## Question

To find the energy of a crystal, a calculation must average over its electron waves. It takes this average on a finite mesh of N × N × N wave vectors, called k points. For metallic Ni₃Ge, with a volume of 11.00 Å³ an atom, a 4×4×4 mesh gives an energy 5.99 meV/atom away from that of a very dense mesh. With pen and paper only:

(a) Estimate how large the energy error may be with 8×8×8 and with 10×10×10 points.

(b) Estimate the size of the pressure error for the same two meshes.

(c) Cubic symmetry makes many k points equivalent. How many must be computed in each case?

(d) Which mesh keeps the energy error below 1 meV/atom, or about 0.1 kJ/mol?

## Model answer

**(a)** In a metal the highest occupied bands are only partly filled, and the border between filled and empty waves is the Fermi surface. Each mesh point stands for a small block of waves. A block that the border cuts through is counted with the wrong share of filled waves. Unless the mesh is very coarse, this should be the main source of the error.

Three factors set its size. The cut blocks form a layer one block thick, so their share of all blocks goes as 1/N. A wrongly counted wave costs only its distance in energy from the border, which is at most the energy change across one block, again about 1/N. Finally, some of the roughly N² cut blocks err upwards and others downwards; if their signs are random, the sum is reduced by a further 1/N.

The error should therefore vary in sign, with a typical size that shrinks as 1/N³. The given mesh fixes the constant, which is taken here as a rough upper limit: 5.99 × 4³ ≈ 383, rounded to 400.

> energy error ≲ 400/N³ meV/atom

For 8×8×8 this gives 400/512 ≈ 0.8 meV/atom, and for 10×10×10 it gives 0.4 meV/atom.

**(b)** Pressure measures how the energy changes with volume. Suppose that a small change in volume, by one per cent say, also changes the energy error by roughly one per cent. The pressure error is then the energy error divided by the atomic volume. The constant becomes 0.4 eV / 11 Å³, and since 1 eV/Å³ is about 160 GPa, this is close to 6 GPa.

> pressure error ≈ 6/N³ GPa

The estimates are 0.012 GPa for 8×8×8 and 0.006 GPa for 10×10×10.

**(c)** Symmetry allows the signs of the three mesh coordinates to be dropped and the coordinates to be sorted by size. With m = N/2, rounded down if N is odd, this leaves (m+1)(m+2)(m+3)/6 different points. The count is for a simple cubic lattice, as here, with a Gamma-centred mesh; face-centred and body-centred lattices and shifted meshes need a different one. For N = 8 that is 5·6·7/6 = 35, and for N = 10 it is 6·7·8/6 = 56.

**(d)** Setting 400/N³ equal to 1 gives N ≈ 7.4, so the next even mesh, 8×8×8, should do.

The computed values are these; the crystal is of the Cu₃Au type, in which every atom has twelve near neighbours:

Ni3Ge (Cu3Au type, a = 3.530 Å) at fixed geometry, computed with Ansatz 0.2.0: PBEsol, plane-wave PAW, scalar-relativistic, without spin polarisation. The cutoff is 420 eV, the Gaussian smearing 0.1 eV, and the k meshes are Gamma-centred, with 18×18×18 as reference. Energies are extrapolated to zero smearing; pressure is positive in compression.

| k mesh | energy less reference (meV/atom) | pressure less reference (GPa) | irreducible k points |
| --- | --- | --- | --- |
| 1x1x1 | 2610 | 24.7 | 1 |
| 2x2x2 | -33.8 | -3.7 | 4 |
| 4x4x4 | -5.99 | 0.095 | 10 |
| 6x6x6 | -0.03 | 0.054 | 20 |
| 8x8x8 | 0.561 | 0.014 | 35 |
| 10x10x10 | -0.158 | -0.006 | 56 |
| 12x12x12 | 0.006 | 0.003 | 84 |
| 14x14x14 | 0.002 | 0.001 | 120 |
| 16x16x16 | 0.031 | 0.001 | 165 |

The energy errors of the two worked meshes, 0.561 and −0.158 meV/atom, lie inside their limits. The pressure errors, 0.014 and −0.006 GPa, are close to the estimates. Neither mesh was used to set a constant. The point counts are exact, here and in every other row.

## Remarks on the reasoning

**A limit and a typical size are different things.** The energy rule is used as a limit, although random signs by themselves give only a typical size and no guarantee. In this table every mesh from 2×2×2 upwards stays below it, some of them far below; the 4×4×4 mesh does so by construction, since it set the constant. The pressure rule gives a typical size and holds within a factor of two from 4×4×4 to 12×12×12, which is better than the argument deserves. Its weak step is the supposition in (b). Where bands move differently under compression, a wrongly counted wave disturbs the pressure even if it lies right at the border. The middle factor 1/N then drops out, and a sharp border would be expected to give a slower fall, nearer 1/N². The rule 6/N³ is best taken as an empirical match for this smeared metal, and for another one the pressure needs its own test. Neither rule predicts a sign: at 4×4×4 the energy error is negative and the pressure error positive.

**A good energy may be an accident.** The 6×6×6 mesh misses the reference energy by only 0.03 meV/atom, yet the denser 8×8×8 mesh does worse. The tabulated energy is the free energy of the smeared electrons plus half of their entropy term. At 6×6×6 the first part errs by +0.16 and the second by −0.19 meV/atom, so they nearly cancel. This is only part of the luck, since the free energy alone errs by 0.44 meV/atom at 8×8×8, also more than at 6×6×6. The pressure is still off by 0.054 GPa. It measures how steeply the free energy changes with volume, and an error that happens to be small at one volume can still have a steep slope there. This is why the pressure rule starts from the general limit and not from the energy error of the same mesh. Forces cannot serve as a test of convergence here either, because symmetry holds the force on every atom at zero on any mesh.

**The constant needs a mesh that was not lucky.** Had the student started from 6×6×6, the constant would have been 0.03 × 6³ ≈ 6 instead of 400. The limit for 8×8×8 would then have come out near 0.01 meV/atom, some fifty times too small. For another metal it is safer to compare two or three coarse meshes with one much denser mesh, and to keep the largest product of error and N³.

**The argument needs a thin layer.** With a single k point one block fills the whole zone, so there is no thin layer, and the calculation learns nothing of how the energy of a band varies from one k point to the next. The energy error is then 2610 meV/atom, more than six times the limit. At 2×2×2 the energy obeys its rule, but the pressure error is about five times the estimate. The pressure rule should be used only from 4×4×4 on.

**The table does not prove the cube law.** A power law with free exponent, fitted to the pressure errors from 4×4×4 to 12×12×12, gives an exponent of 3.3 ± 0.4. An exponential decay, by a factor of 2.5 for every two further divisions, fits the same five values better, with an rms miss of 0.0702 against 0.113 in the logarithm, though five values are too few to decide; both fits are in the output below. The two entries of 0.001 GPa in the table are limited by rounding. In the raw outputs, the pressures at 14×14×14 and 16×16×16 differ from the reference by only 0.0005 and 0.0001 GPa, clearly less than the cube law suggests, which also points to a faster fall, though the reference's own mesh error blurs this comparison. Theory gives a reason to expect such a faster fall. The calculation smears the border over about 0.1 eV, and once the mesh resolves this width, the filling looks smooth and the sum converges quickly. Whether these meshes already resolve it was not tested, and the energy at 16×16×16, still about a third of its limit, shows no such drop. In an insulator there is no border to begin with, and the error falls exponentially. Less smearing sharpens the border and calls for a denser mesh, though no second smearing was computed here.

**On dense meshes the rule is cautious.** For an error below 0.1 meV/atom it asks for 16×16×16, whereas 12×12×12 already meets that target. The price of this caution is 165 points instead of 84. Among the three densest meshes the energies differ by at most about 0.03 meV/atom. That is too little to rank them, since the 18×18×18 reference has a mesh error of its own.

The analysis program printed:

```
Energy error times N cubed in row 4x4x4 (meV/atom): 383.4
Pressure constant from 400 meV over the atomic volume (GPa): 5.828
Rule against table:
       row  energy ceiling meV/atom  energy error over ceiling  pressure rule GPa  pressure error over rule  irreducible points by rule
     1x1x1                      400                      6.525                  6                     4.117                           1
     2x2x2                       50                      0.676               0.75                     4.933                           4
     4x4x4                     6.25                     0.9584            0.09375                     1.013                          10
     6x6x6                    1.852                     0.0162            0.02778                     1.944                          20
     8x8x8                   0.7812                     0.7181            0.01172                     1.195                          35
  10x10x10                      0.4                      0.395              0.006                         1                          56
  12x12x12                   0.2315                    0.02592           0.003472                     0.864                          84
  14x14x14                   0.1458                    0.01372           0.002187                    0.4573                         120
  16x16x16                  0.09766                     0.3174           0.001465                    0.6827                         165
Mesh divisions for a ceiling of 1 meV/atom: 7.368
Mesh divisions for a ceiling of 0.1 meV/atom: 15.87
Growth of irreducible points from 8x8x8 to 16x16x16 (factor): 4.714
Part of the 6x6x6 energy error from half the entropy term (meV/atom): -0.1868
Part of the 6x6x6 energy error from the free energy (meV/atom): 0.1568
fit of lp on 5 rows ((n >= 4) & (n <= 12)): constant 1.083 +/- 0.34, coefficient of lgn -3.279 +/- 0.39; rms 0.113, worst 6x6x6 -0.201, leave-one-out rms 0.248
  rows outside the fit (model, value, miss): 1x1x1 1.083, 1.393, -0.31; 2x2x2 0.09593, 0.5682, -0.472; 14x14x14 -2.675, -3, 0.325; 16x16x16 -2.865, -3, 0.135
fit of lp on 5 rows ((n >= 4) & (n <= 12)): constant -0.1955 +/- 0.12, coefficient of n -0.1978 +/- 0.014; rms 0.0702, worst 6x6x6 -0.115, leave-one-out rms 0.111
  rows outside the fit (model, value, miss): 1x1x1 -0.3933, 1.393, -1.79; 2x2x2 -0.5911, 0.5682, -1.16; 14x14x14 -2.964, -3, 0.0357; 16x16x16 -3.36, -3, -0.36
Exponential fit, pressure error falls per two more divisions by factor: 2.486
```
